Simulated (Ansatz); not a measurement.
# Si2Ni: the cost of one run

Method: DFT PBEsol, all-electron LAPW, scalar-relativistic unless said, in Ansatz 0.2.0.

1 further run of the same task is left out (set aside as unsound or not needed).

### 1 The structure to begin with

The structure is cubic, space group Fm-3m (No. 225). The conventional cell has a = 5.391 Å, b = 5.391 Å, c = 5.391 Å, α = 90.00°, β = 90.00°, γ = 90.00°. Si (site symmetry -43m) is surrounded by 4 Ni at 2.33 Å. Ni (site symmetry m-3m) has 8 Si at 2.33 Å as nearest neighbours.

Structure file:

```
Si Ni
1.0
     0.00000    2.69537    2.69537
     2.69537    0.00000    2.69537
     2.69537    2.69537    0.00000
Si Ni
2 1
Direct
  0.25000 0.25000 0.25000
  0.75000 0.75000 0.75000
  0.00000 0.00000 0.00000
```

Cartesian axes are those of the input's lattice vectors. The structure goes back to a database entry.

### 2 Reference run, LAPW

The input, input.yaml:

```yaml
crystal:
  lattice:
    - [0.0, 2.69537368896, 2.69537368896]
    - [2.69537368896, 0.0, 2.69537368896]
    - [2.69537368896, 2.69537368896, 0.0]
  atoms:
    - { symbol: Si, position: [0.25, 0.25, 0.25] }
    - { symbol: Si, position: [0.75, 0.75, 0.75] }
    - { symbol: Ni, position: [0.0, 0.0, 0.0] }
kpoints:
  mp_grid: { grid: [10, 10, 10] }
scf:
  occupations: { method: fermi_dirac, width: 0.1 }
hamiltonian:
  xc: pbesol
  pseudopotentials: { kind: all_electron, lapw: { basis_error: 0.0005 } }
phonons:
  qmesh: [2, 2, 2]
  qpath:
    path:
      - [0.0, 0.0, 0.0]
      - [0.5, 0.0, 0.5]
      - [0.625, 0.25, 0.625]
      - [0.375, 0.375, 0.75]
      - [0.0, 0.0, 0.0]
      - [0.5, 0.5, 0.5]
      - [0.5, 0.25, 0.75]
      - [0.5, 0.0, 0.5]
    npoints: 6
  temperatures: { t_min: 0, t_max: 1000, t_step: 100 }
```

Started as:

```bash
$ ansatz run input.yaml --threads 2 --pin off --max-ram 6144MiB --backend cpu --events-out ev --progress --plain --runs-dir out
```

**Question.** How long does this run take on 2 threads of Intel Xeon Platinum 8488C (Sapphire Rapids), shared host, and how much memory does it need?

About 16 min, with a peak of 1.7 GiB.
